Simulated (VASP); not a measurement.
The system is CaSe.

```xyz
2
Lattice="0.0000 2.9385 2.9385 2.9385 0.0000 2.9385 2.9385 2.9385 0.0000" Properties=species:S:1:pos:R:3 pbc="T T T"
Ca    0.0000    0.0000    0.0000
Se    2.9385    2.9385    2.9385
```

Program: VASP 6.6.1. Alike in all runs: task band structure; no spin polarisation; cell as given; k mesh 8 × 8 × 8; cutoff (eV) 520; smearing gaussian 0.03 eV.

Q: Order these runs on this cell by their band gap on the k mesh, lowest first.
A. level TB-mBJ; potentials or basis VASP PAW PBE potentials, release 64 (Ca_sv, Se)
B. level r2SCAN; potentials or basis VASP PAW PBE potentials, release 64 (Ca_sv, Se)
C. level LDA; potentials or basis VASP PAW LDA potentials, release 64 (Ca_sv, Se)

A: C (1.81 eV), B (2.45 eV), A (2.82 eV).

Runs at the PBE level aren't shown here.
